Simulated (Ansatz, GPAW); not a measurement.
This is a calculation of CdSe for Ansatz 0.2.0. The cell is a database's computed one, not the measured one.

Contents of input.yaml:

```yaml
crystal:
  lattice:
    - [0.0, 3.0702711986, 3.0702711986]
    - [3.0702711986, 0.0, 3.0702711986]
    - [3.0702711986, 3.0702711986, 0.0]
  atoms:
    - { symbol: Cd, position: [0.0, 0.0, 0.0] }
    - { symbol: Se, position: [0.25, 0.25, 0.25] }
kpoints:
  mp_grid: { grid: [8, 8, 8] }
scf:
  occupations: { method: gaussian, width: 0.019 }
hamiltonian:
  xc: pbe
  pseudopotentials: { kind: all_electron, lapw: { basis_error: 0.001 } }
output:
  forces: true
  stress: true
  eigenvalues: true
```

Potentials or basis: all-electron LAPW, scalar-relativistic.

The run is started by

```console
$ ansatz run input.yaml --threads 1 --pin off --max-ram 3072MiB --backend cpu --events-out ev --progress --plain --runs-dir out
```

Question: What does the same run look like in GPAW 26.7.0 (ASE script)? Potentials or basis there: GPAW PAW data sets (gpaw-data 1.2.1), cutoff 600 eV.

Answer: As run (cutoffs and basis follow the program's own potentials, and thresholds, step limits or extra output files can differ):

Contents of run.py:

```python
from ase.dft.bandgap import bandgap
from ase.io import read, write
from ase.units import GPa
from gpaw import GPAW, PW

atoms = read('CdSe.xyz')

calc = GPAW(mode=PW(600),
            xc='PBE',
            kpts={'size': (8, 8, 8), 'gamma': True},
            occupations={'name': 'methfessel-paxton', 'order': 0, 'width': 0.019000000000000003},
            nbands=18,
            convergence={'density': 1e-05, 'energy': 1e-05},
            maxiter=150,
            txt='gpaw.txt')
atoms.calc = calc
energy = atoms.get_potential_energy()
forces = atoms.get_forces()
stress = atoms.get_stress()
calc.write('gs.gpw')
write('result.traj', atoms)
print(f'Energy: {energy:.6f} eV')
print('Forces (eV/A):')
print(forces.round(4))
print('Stress (GPa):', (stress / GPa).round(3))
print('Fermi level:', round(calc.get_fermi_level(), 4), 'eV')
print(f'Gap: {bandgap(calc)[0]:.4f} eV, direct: {bandgap(calc, direct=True)[0]:.4f} eV')
```

CdSe.xyz

```xyz
2
Lattice="0.0000000000 3.0702711986 3.0702711986 3.0702711986 0.0000000000 3.0702711986 3.0702711986 3.0702711986 0.0000000000" Properties=species:S:1:pos:R:3 pbc="T T T"
Cd     0.0000000000      0.0000000000      0.0000000000
Se     1.5351355993      1.5351355993      1.5351355993
```

Potentials or basis: GPAW PAW data sets (gpaw-data 1.2.1), pw.

The run is started by

```sh
$ OMP_NUM_THREADS=1 python run.py
```

Both were run:

|  | Ansatz | GPAW |
| --- | --- | --- |
| Pressure | 1.3 GPa | 1.1 GPa |

Where Ansatz's input types no cutoff or centring, it takes its own default and a Γ-centred mesh.

Pressure is positive in compression.
